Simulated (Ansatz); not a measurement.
Runs of Ansatz 0.2.0 on Sr. All rows change the cell; the cell of one of them follows. The structure is cubic, space group Fm-3m (No. 225). The conventional cell has a = 6.243 Å, b = 6.243 Å, c = 6.243 Å, α = 90.00°, β = 90.00°, γ = 90.00°. Around Sr (site symmetry m-3m) lie 12 Sr at 4.41 Å. 

```tsv
task	level	potentials or basis	spin	cell	k mesh	cutoff (eV)	smearing	supercell	phonon path	basis error allowed	gap on the mesh (eV)	pressure (GPa)	moment (μB)
projected density of states	SVWN5	all-electron LAPW, scalar-relativistic	off	volume scaled by 1.08	8 × 8 × 8	65	methfessel-paxton 0.15 eV	-	-	0.001 eV/atom	-	(a)	-
atomic charges	SVWN5	all-electron LAPW, scalar-relativistic	collinear, ferromagnetic start	volume scaled by 0.8	8 × 8 × 8	93	fermi-dirac 0.01 eV	-	-	0.0005 eV/atom	0.16	1.2	0.00
band structure	revPBE+D3(BJ)+ATM	all-electron LAPW, scalar-relativistic	collinear, ferromagnetic start	cell strained at random at fixed volume	8 × 8 × 8	75	fermi-dirac 0.05 eV	-	-	0.001 eV/atom	-	-0.6	0.00
band structure	RPBE-LYP	all-electron LAPW, scalar-relativistic	off	cell strained at random at fixed volume	8 × 8 × 8	74	fermi-dirac 0.15 eV	-	-	0.001 eV/atom	none	0.7	-
```

**Question.** Fill in the values left out.

**Answer.** (a) -2.1.

Caveats: the starting moments weren't kept (some runs); pairwise dispersion overbinds metals, which lowers pressure and volume (some runs).

A k mesh can miss the band edges, and the runs leave out spin-orbit coupling on Sr.

A gap of «none» marks a metal or a gap under the smearing width.

The runs don't all hold the same shells in valence.
